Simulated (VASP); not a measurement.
# Na (P6_3/mmc) in VASP: phonons with PBE

Aim: the phonons of Na with PBE.

All numbers are computed with VASP 6.6.1; they aren't measurements. Logs are shortened: lines on timing, memory, paths and dates and some standing lists are left out, and cuts for length are marked.

**1. Starting point**

The structure is hexagonal, space group P6_3/mmc (No. 194). The conventional cell has a = 3.767 Å, b = 3.767 Å, c = 6.154 Å, α = 90.00°, β = 90.00°, γ = 120.00°. Na (site symmetry -6m2) has 12 Na at 3.77 Å as nearest neighbours.

This isn't the form of Na at room conditions, which is bcc.

**2. Phonons, PBE**

INCAR

```
SYSTEM = Na
ALGO     = Normal         ! electronic algorithm
EDIFF    = 1E-8           ! SCF threshold, eV
ENCUT    = 520            ! plane-wave cutoff, eV
GGA      = PE             ! functional
IBRION   = 8              ! ionic algorithm
ISIF     = 2              ! what is computed and relaxed
ISMEAR   = -1             ! smearing method
LASPH    = .True.         ! aspherical terms in the spheres
LCHARG   = .False.        ! write CHGCAR
LREAL    = .False.        ! projectors in reciprocal space
LWAVE    = .False.        ! write WAVECAR
NBANDS   = 14             ! bands
NELM     = 100            ! most SCF steps
NSW      = 1              ! ionic steps
PREC     = Accurate       ! precision mode
SIGMA    = 0.05           ! smearing width, eV
```

KPOINTS

```
k-points
0
Gamma
  8 8 4
  0 0 0
```

POSCAR

```
Na
1.0
    3.7670000000      0.0000000000      0.0000000000
   -1.8835000000      3.2623177000      0.0000000000
    0.0000000000      0.0000000000      6.1540000000
Na
2
Direct
    0.3333333300      0.6666666700      0.2500000000
    0.6666666700      0.3333333300      0.7500000000
```

Potentials or basis: VASP PAW PBE potentials, release 64 (Na_pv).

Launch:

```console
> cat potpaw_PBE.64/Na_pv/POTCAR > POTCAR
> mpirun -np 1 vasp_std > vasp.out
```

OUTCAR:

```text
SYSTEM = Na
   EDIFF = 1E-8
   ENCUT = 520
   GGA = PE
   IBRION = 8
   ISIF = 2
   ISMEAR = -1
   LASPH = .True.
   LREAL = .False.
   NELM = 100
   NSW = 1
   PREC = Accurate

 ion  position               nearest neighbor table
   1  0.333  0.667  0.250-
   2  0.667  0.333  0.750-

  LATTYP: Found a hexagonal cell.
 ALAT       =     3.7670000000
 C/A-ratio  =     1.6336607380

  Lattice vectors:

 A1 = (   3.7670000000,   0.0000000000,   0.0000000000)
 A2 = (  -1.8835000000,   3.2623177000,   0.0000000000)
 A3 = (   0.0000000000,   0.0000000000,   6.1540000000)

Analysis of symmetry for initial positions (statically):
=====================================================================
 Subroutine PRICEL returns:
 Original cell was already a primitive cell.

 Routine SETGRP: Setting up the symmetry group for a
 hexagonal supercell.

 Subroutine GETGRP returns: Found 24 space group operations
 (whereof 12 operations were pure point group operations)
 out of a pool of 24 trial point group operations.

The static configuration has the point symmetry D_3d.
 The point group associated with its full space group is D_6h.

Analysis of symmetry for dynamics (positions and initial velocities):
=====================================================================
 Subroutine PRICEL returns:
 Original cell was already a primitive cell.

 Routine SETGRP: Setting up the symmetry group for a
 hexagonal supercell.

 Subroutine GETGRP returns: Found 24 space group operations
 (whereof 12 operations were pure point group operations)
 out of a pool of 24 trial point group operations.

The dynamic configuration has the point symmetry D_3d.
 The point group associated with its full space group is D_6h.

 Subroutine INISYM returns: Found 24 space group operations
 (whereof 12 operations are pure point group operations),
 and found     1 'primitive' translations

----------------------------------------------------------------------------------------

                                     Primitive cell

  volume of cell :      75.6274

  direct lattice vectors                    reciprocal lattice vectors
     3.767000000  0.000000000  0.000000000     0.265463233  0.153265269  0.000000000
    -1.883500000  3.262317700  0.000000000     0.000000000  0.306530538  0.000000000
     0.000000000  0.000000000  6.154000000     0.000000000  0.000000000  0.162495938

  length of vectors
     3.767000000  3.767000003  6.154000000     0.306530538  0.306530538  0.162495938

  position of ions in fractional coordinates (direct lattice)
     0.333333330  0.666666670  0.250000000
     0.666666670  0.333333330  0.750000000

  ion indices of the primitive-cell ions
   primitive index   ion index
                 1           1
                 2           2

----------------------------------------------------------------------------------------

 KPOINTS: k-points

Automatic generation of k-mesh.
 Grid dimensions read from file:
 generate k-points for:    8    8    4

 Generating k-lattice:

  Cartesian coordinates                     Fractional coordinates (reciprocal lattice)
     0.033182904  0.019158159  0.000000000     0.125000000  0.000000000  0.000000000
     0.000000000  0.038316317  0.000000000     0.000000000  0.125000000  0.000000000
     0.000000000  0.000000000  0.040623984     0.000000000  0.000000000  0.250000000

  Length of vectors
[... 101 lines left out ...]
  ---------------------------------------------------
  free energy    TOTEN  =        -2.62805616 eV

  energy without entropy =       -2.61608159  energy(sigma->0) =       -2.62206888

 E-fermi :   0.1556     XC(G=0):  -6.4501

 val. band max:        0.0301792547   @ k =   0.3750  -0.0000   0.5000
 cond. band min:       0.1638362858   @ k =   0.2500   0.0000   0.2500
 fundamental gap:      0.1336570312
 Fermi energy:         0.1556117618

 k-point     1 :       0.0000    0.0000    0.0000
  band No.  band energies     occupation
      1     -24.6717      2.00000
      2     -24.6440      2.00000
      3     -24.6440      2.00000
      4     -24.6395      2.00000
      5     -24.6395      2.00000
      6     -24.6392      2.00000
      7      -2.9653      2.00000
      8       0.8239      0.00000
      9       1.2095      0.00000
     10      10.1451      0.00000
     11      10.1451      0.00000
     12      10.4852      0.00000
     13      10.4852      0.00000
     14      10.6383      0.00000
[... 377 lines left out ...]
      1     -24.6674      2.00000
      2     -24.6674      2.00000
      3     -24.6481      2.00000
      4     -24.6481      2.00000
      5     -24.6469      2.00000
      6     -24.6469      2.00000
      7       0.0302      1.84949
      8       0.0302      1.84949
      9       3.4601      0.00000
     10       3.4601      0.00000
     11       7.3819      0.00000
     12       7.3819      0.00000
     13       8.3495      0.00000
     14       8.3495      0.00000

 [... further k-points ...]

------------------------ aborting loop because EDIFF is reached ----------------------------------------

  FORCE on cell =-STRESS in cart. coord.  units (eV):
  Direction    XX          YY          ZZ          XY          YZ          ZX
  --------------------------------------------------------------------------------------
  -------------------------------------------------------------------------------------
  Total       -0.0718470     -0.0718470     -0.0644239      0.0000000     -0.0000000      0.0000000
  in kB       -1.5220876     -1.5220876     -1.3648283      0.0000000     -0.0000000      0.0000000
  external PRESSURE =      -1.4696678 kB  Pullay stress =       0.0000000 kB

 VOLUME and BASIS-vectors are now :
 -----------------------------------------------------------------------------
  energy-cutoff  :      520.00
  volume of cell :       75.63
      direct lattice vectors                 reciprocal lattice vectors
     3.767000000  0.000000000  0.000000000     0.265463233  0.153265269  0.000000000
    -1.883500000  3.262317700  0.000000000     0.000000000  0.306530538  0.000000000
     0.000000000  0.000000000  6.154000000     0.000000000  0.000000000  0.162495938

 POSITION                                       TOTAL-FORCE (eV/Angst)
 -----------------------------------------------------------------------------------
     -0.00000      2.17488      1.53850        -0.000000      0.000000      0.000000
      1.88350      1.08744      4.61550         0.000000     -0.000000      0.000000
 -----------------------------------------------------------------------------------
    total drift:                               -0.000001      0.000001      0.000000

  FREE ENERGIE OF THE ION-ELECTRON SYSTEM (eV)
  ---------------------------------------------------
  free  energy   TOTEN  =        -2.6280561624 eV

  energy  without entropy=       -2.6160815897  energy(sigma->0) =       -2.62206888

[... ionic steps 2 to 3 ...]

--------------------------------------- Ionic step        4  -------------------------------------------

------------------------ aborting loop because EDIFF is reached ----------------------------------------

[... ionic steps 5 to 5 ...]

--------------------------------------- Ionic step        6  -------------------------------------------

 Free energy of the ion-electron system (eV)
  ---------------------------------------------------
  ---------------------------------------------------
  free energy    TOTEN  =        -0.16346535 eV

  energy without entropy =       -0.16346535

------------------------ aborting loop because EDIFF is reached ----------------------------------------

 INTERNAL STRAIN TENSOR  FOR ION    1  DIRECTION 3   (eV/Angst):
 -----------------------------------------------------------------------------
     0.00005  0.00000  0.00000
     0.00000  0.00005  0.00000
     0.00000 -0.00000 -0.00019

 INTERNAL STRAIN TENSOR FOR ION    2 for displacements in x,y,z  (eV/Angst):
          X           Y           Z          XY          YZ          ZX
  --------------------------------------------------------------------------------
  x     0.00000     0.00000     0.00000     0.33860     0.00000     0.00000
  y     0.33860    -0.33860     0.00000     0.00000     0.00000     0.00000
  z     0.00000     0.00000     0.00000    -0.00000    -0.00000     0.00000

 SECOND DERIVATIVES (NOT SYMMETRIZED)
 ------------------------------------
               1X          1Y          1Z          2X          2Y          2Z
  1X    -0.140816    0.000000    0.000000    0.140816    0.000000    0.000000
  1Y     0.000000   -0.140816    0.000000    0.000000    0.140816    0.000000
  1Z    -0.000000    0.000000   -0.731082    0.000000    0.000000    0.731082
  2X     0.140816    0.000000    0.000000   -0.140816    0.000000    0.000000
  2Y     0.000000    0.140816    0.000000    0.000000   -0.140816    0.000000
  2Z     0.000000    0.000000    0.731082   -0.000000    0.000000   -0.731082

 Eigenvectors and eigenvalues of the dynamical matrix
 ----------------------------------------------------

   1 f  =    3.942569 THz    24.771892 2PiTHz  131.509946 cm-1    16.305148 meV
             X         Y         Z           dx          dy          dz
     -0.000000  2.174878  1.538500     0.000000    0.000000    0.707107
      1.883500  1.087439  4.615500    -0.000000    0.000000   -0.707107
[... 11 lines left out ...]
   4 f  =    0.000000 THz     0.000000 2PiTHz    0.000000 cm-1     0.000000 meV
             X         Y         Z           dx          dy          dz
     -0.000000  2.174878  1.538500    -0.492736   -0.000000    0.507160
      1.883500  1.087439  4.615500    -0.492736   -0.000000    0.507160

   5 f/i=    0.000000 THz     0.000000 2PiTHz    0.000001 cm-1     0.000000 meV
             X         Y         Z           dx          dy          dz
     -0.000000  2.174878  1.538500    -0.000000    0.707107   -0.000000
      1.883500  1.087439  4.615500    -0.000000    0.707107   -0.000000

   6 f/i=    0.000000 THz     0.000000 2PiTHz    0.000001 cm-1     0.000000 meV
             X         Y         Z           dx          dy          dz
     -0.000000  2.174878  1.538500     0.507160    0.000000    0.492736
      1.883500  1.087439  4.615500     0.507160    0.000000    0.492736

--------------------------------------------------------------------------------------------------------

 ELASTIC MODULI CONTR FROM IONIC RELAXATION (kBar)
 Direction    XX          YY          ZZ          XY          YZ          ZX
 --------------------------------------------------------------------------------
 XX         -17.2483     17.2483      0.0000     -0.0000     -0.0000      0.0000
 YY          17.2483    -17.2483     -0.0000      0.0000      0.0000      0.0000
 ZZ           0.0000     -0.0000     -0.0000      0.0000      0.0000      0.0000
 XY          -0.0000      0.0000      0.0000    -17.2483     -0.0000      0.0000
 YZ          -0.0000      0.0000      0.0000     -0.0000     -0.0000      0.0000
 ZX           0.0000      0.0000      0.0000      0.0000      0.0000      0.0000
 --------------------------------------------------------------------------------
```

It took 2 min on 1 thread of Intel Xeon Platinum 8488C (Sapphire Rapids), shared host; peak memory 0.34 GiB.

What came out:

```yaml
Highest_phonon_frequency_at_Γ: 132 cm⁻¹
```

Phonon frequencies in cm⁻¹ (negative: imaginary):
```
              q point      frequencies
(0.000, 0.000, 0.000)  0 0 0 58 58 132
```
